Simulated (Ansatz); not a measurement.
# TiO: convergence and cost

The task here is to estimate one member of a computed series from the others.

Computed with Ansatz 0.2.0 (DFT PBEsol, scalar-relativistic, plane waves, PAW, unless a step's input says otherwise).

4 further runs of the same task are left out: 3 for a known fault of the program, 1 set aside as unsound or not needed. Runs told in other sessions of the task aren't counted.

## Starting point

It takes space group P6_3/mmc (No. 194, hexagonal). Conventional cell: a = 2.852 Å, b = 2.852 Å, c = 5.568 Å, α = 90.00°, β = 90.00°, γ = 120.00°. Ti (site symmetry -6m2) has 6 O at 2.16 Å in its first shell of neighbours. O (site symmetry -3m) has 6 Ti at 2.16 Å in its first shell of neighbours.

Structure file:

```cif
data_structure
_symmetry_space_group_name_H-M 'P6_3/mmc'
_symmetry_Int_Tables_number 194
_cell_length_a 2.8516
_cell_length_b 2.8516
_cell_length_c 5.5675
_cell_angle_alpha 90.000
_cell_angle_beta 90.000
_cell_angle_gamma 120.000
_cell_volume 39.21
loop_
_atom_site_label
_atom_site_type_symbol
_atom_site_symmetry_multiplicity
_atom_site_Wyckoff_symbol
_atom_site_fract_x
_atom_site_fract_y
_atom_site_fract_z
_atom_site_occupancy
Ti1 Ti 2 c 0.33333 0.66667 0.25000 1
O1 O 2 a 0.00000 0.00000 0.00000 1
```

Source of the structure: the Materials Project (structure only). It is taken as it stands there.

## The base run, which the others are set against

Contents of input.yaml:

```yaml
crystal:
  lattice:
    - [2.8516080131, 0.0, 0.0]
    - [-1.4258040066, 2.469564981, 0.0]
    - [0.0, 0.0, 5.567503]
  atoms:
    - { symbol: Ti, position: [0.33333333, 0.66666667, 0.25] }
    - { symbol: Ti, position: [0.66666667, 0.33333333, 0.75] }
    - { symbol: O, position: [0.0, 0.0, 0.0] }
    - { symbol: O, position: [0.0, 0.0, 0.5] }
basis:
  ecutwfc: 420
kpoints:
  mp_grid: { grid: [18, 18, 8] }
hamiltonian:
  xc: pbesol
scf:
  occupations: { method: gaussian, width: 0.1 }
output:
  forces: true
  stress: true
  eigenvalues: true
  populations: true
```

Its results, from an earlier run: -1518.6609 eV/atom at zero smearing, pressure -10.00 GPa, largest force 0.000 eV/Å, no gap on the mesh, in 7 SCF cycles and 8.9 s.

The first run:

Contents of input.yaml:

```yaml
crystal:
  lattice:
    - [2.8516080131, 0.0, 0.0]
    - [-1.4258040066, 2.469564981, 0.0]
    - [0.0, 0.0, 5.567503]
  atoms:
    - { symbol: Ti, position: [0.3333333333, 0.6666666667, 0.25] }
    - { symbol: Ti, position: [0.6666666667, 0.3333333333, 0.75] }
    - { symbol: O, position: [0.0, 0.0, 0.0] }
    - { symbol: O, position: [0.0, 0.0, 0.5] }
basis:
  ecutwfc: 420
kpoints:
  mp_grid: { grid: [1, 1, 1] }
hamiltonian:
  xc: pbesol
scf:
  occupations: { method: gaussian, width: 0.1 }
output:
  forces: true
  stress: true
  eigenvalues: true
```

On the command line:

```bash
> ansatz run input.yaml --threads 1 --pin off --max-ram 2560MiB --backend cpu --events-out ev --progress --plain --runs-dir out
```

Steps of the session up to this table: K-point mesh: 1×1×1; K-point mesh set to 3×3×1; K-point mesh: 3×3×2; K-point mesh set to 6×6×2; K-point mesh set to 6×6×4; K-point mesh: 12×12×4; K-point mesh set to 12×12×6; K-point mesh: 24×24×10; K-point mesh set to 24×24×12; K-point mesh set to 30×30×12.

One of the session's tables, all rows but one given; the rest of the session is left out.

| mesh | ΔE (meV/atom) | pressure (GPa) |
| --- | --- | --- |
| 1×1×1 | 2781 | 45.78 |
| 3×3×1 | 118 | -7.93 |
| 3×3×2 | 52.4 | -8.95 |
| 6×6×2 | ? | ? |
| 6×6×4 | 0.53 | -9.97 |
| 12×12×4 | 0.10 | -10.01 |
| 12×12×6 | 0.13 | -10.01 |
| 18×18×8 | 0.02 | -10.00 |
| 24×24×10 | 0.00 | -10.00 |
| 24×24×12 | 0.01 | -10.00 |
| 30×30×12 | 0.00 | -10.00 |

Estimate the missing values for 6×6×2.

The run gave: ΔE (meV/atom): -1.21; pressure (GPa): -10.02. In the column «ΔE (meV/atom)» it is the lowest.

To keep in mind: The error changes sign along the series, since a k mesh isn't variational, and a metal needs dense meshes to resolve its Fermi surface. Spin polarisation is off in the runs that give these values; a magnetic solution could lie lower.
